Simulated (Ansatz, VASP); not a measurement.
HfB: VASP beside Ansatz

```
Hf B
1.0
     0.00000    2.31000    2.31000
     2.31000    0.00000    2.31000
     2.31000    2.31000    0.00000
Hf B
1 1
Direct
  0.50000 0.50000 0.50000
  0.00000 0.00000 0.00000
```

Alike in both runs: task relaxation of cell and atoms; functional PBEsol; k mesh 8 × 8 × 8; occupations gaussian, width 0.1 eV; no spin polarisation.

|  | VASP | Ansatz |
| --- | --- | --- |
| version | VASP 6.6.1 | Ansatz 0.2.0 |
| potentials or method | VASP PAW PBE potentials, release 64 (Hf_pv, B) | scalar-relativistic, plane waves, PAW |
| plane-wave cutoff (eV) | 600 | 420 |
| valence electrons in the cell | 13 | 29 |

|  | VASP | Ansatz | Ansatz less VASP |
| --- | --- | --- | --- |
| gap on the k mesh at the Fermi level, each at its own relaxed structure (eV) | none | none | - |
| relaxed volume (Å³/atom) | 13.76 | 13.71 | -0.044 |
| relaxed cell length with the largest relative difference (Å) | 3.388 | 3.385 | -0.0036 |
| energy change over the relaxation (meV/atom) | -100 | -94 | +6.0 |

A gap of «none» marks a metal or a gap that the smearing closes. The two sets of potentials don't hold the same shells in valence.

Caveats: the PAW data sets were made with another functional, which shifts forces and pressure a little (VASP); the volume moved by +12 % from the deposited cell, more than functionals usually miss. Zero-point motion and thermal expansion aren't in these numbers. Spin-orbit coupling is left out, which matters for the levels of Hf.
